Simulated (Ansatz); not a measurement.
# AlN: the cost of one run

Program: Ansatz 0.2.0. Level of theory: DFT PBEsol, scalar-relativistic, plane waves, PAW. These are calculated values, not measurements.

The COD entry's cell or inner coordinates are ideal or old and differ from later refinements, so a difference from it is no clean test against experiment.

**1. Starting point**

Symmetry: P6_3mc, No. 186, hexagonal system. Conventional cell: a = 3.113 Å, b = 3.113 Å, c = 4.981 Å, α = 90.00°, β = 90.00°, γ = 120.00°. Around Al (site symmetry 3m) lie 4 N at 1.89 Å. N (site symmetry 3m) has 4 Al at 1.89 Å in its first shell of neighbours.

Structure file:

```cif
data_structure
_symmetry_space_group_name_H-M 'P6_3mc'
_symmetry_Int_Tables_number 186
_cell_length_a 3.1130
_cell_length_b 3.1130
_cell_length_c 4.9810
_cell_angle_alpha 90.000
_cell_angle_beta 90.000
_cell_angle_gamma 120.000
_cell_volume 41.80
loop_
_atom_site_label
_atom_site_type_symbol
_atom_site_symmetry_multiplicity
_atom_site_Wyckoff_symbol
_atom_site_fract_x
_atom_site_fract_y
_atom_site_fract_z
_atom_site_occupancy
Al1 Al 2 b 0.33333 0.66667 0.00000 1
N1 N 2 b 0.33333 0.66667 0.38000 1
```

The structure rests on an entry of the Crystallography Open Database; cell or positions may have been set otherwise for this series.

**2. Relaxing cell and atoms: AlN, no spin**

Contents of input.yaml:

```yaml
crystal:
  lattice:
    - [3.113, 0.0, 0.0]
    - [-1.5565, 2.695937082, 0.0]
    - [0.0, 0.0, 4.981]
  atoms:
    - { symbol: Al, position: [0.3333333333, 0.6666666667, 0.0] }
    - { symbol: Al, position: [0.6666666667, 0.3333333333, 0.5] }
    - { symbol: "N", position: [0.3333333333, 0.6666666667, 0.38] }
    - { symbol: "N", position: [0.6666666667, 0.3333333333, 0.88] }
scf:
  occupations: { method: gaussian, width: 0.02 }
output:
  forces: true
  stress: true
  eigenvalues: true
  write_density: true
  write_potential: true
  elf: true
  volumetric_format: npy
kpoints:
  mp_grid: { grid: [18, 18, 10] }
hamiltonian:
  xc: pbesol
relax:
  f_tol: 0.01
  adjacent_minimum: "off"
  cell: { stress_tol: 0.05 }
```

Run with:

```
> ansatz run input.yaml --threads 2 --pin off --max-ram 6144MiB --backend cpu --events-out ev --progress --plain --runs-dir out
```

**Question.** How long does this run take on 2 threads of AMD EPYC 9R14 (Zen 4), shared host, and how much memory does it need?

About 20 s, with a peak of 0.51 GiB.
